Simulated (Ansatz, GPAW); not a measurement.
The equilibrium volume of 6 crystals: PBE beside PBE-D4

Computed equilibrium volume (Å³/atom) at each level. Volumes are each level's own minimum, from an equation of state or a relaxation of the cell. Not every cell is the stable form of its formula. Spin polarisation and spin-orbit coupling are off unless named.

- PBE: Ansatz (all-electron LAPW, scalar-relativistic) for BAs, HfC, GaN; GPAW (GPAW PAW data sets (gpaw-data 1.2.1)) for HfO2, MgS, KTaO3; cutoff 800 eV for plane waves; k meshes of 343 to 1000 points
- PBE-D4: GPAW (GPAW PAW data sets (gpaw-data 1.2.1)) for BAs, HfO2, HfC, MgS, KTaO3; Ansatz (all-electron LAPW, scalar-relativistic) for GaN; cutoff 800 eV for plane waves; k meshes of 216 to 1000 points

```csv
crystal,PBE,PBE-D4
BAs (F-43m),13.901,13.528
HfO2 (Fm-3m),11.032,10.890
HfC (Fm-3m),12.583,12.461
GaN (F-43m),11.757,11.398
MgS (Fm-3m),17.864,17.274
KTaO3 (Pm-3m),13.090,12.955
```

Task: How do the values move from PBE?

Result: PBE-D4 lies below PBE in 6 of 6 crystals, with a median shift of -2.0 % (-3.3 % for MgS to -1.0 % for HfC). The figures use the values as printed. Columns can differ in programs, potentials, basis sets, cutoffs and meshes within a row, which adds scatter of its own. Where several set-ups ran one level, the entry is one near their median; a run lay far from it for HfO2, BAs.

Adding D4 contracts every crystal, as expected when an attractive pairwise term is added to a functional that usually leaves solids slightly too large. The contraction doesn't simply follow how weakly a crystal is bound: MgS, a fairly soft solid with a large, polarisable anion, shrinks most, but the covalent networks of GaN and BAs also contract clearly more than HfO2, KTaO3 and HfC.

The size of the response reflects a balance between the slope of the dispersion energy with volume and the resistance of the lattice to compression. Stiff bonding probably limits the change in HfC and HfO2. Stiffness alone is unlikely to separate GaN from KTaO3, so differences in atomic polarisability, packing and short-range damping presumably matter too.

The contraction therefore doesn't mark these crystals as van der Waals solids; in dense matter the correction also acts between atoms already held by covalent or ionic bonds. Whether it improves each volume or overshoots can't be judged without experimental references corrected for thermal and zero-point expansion.
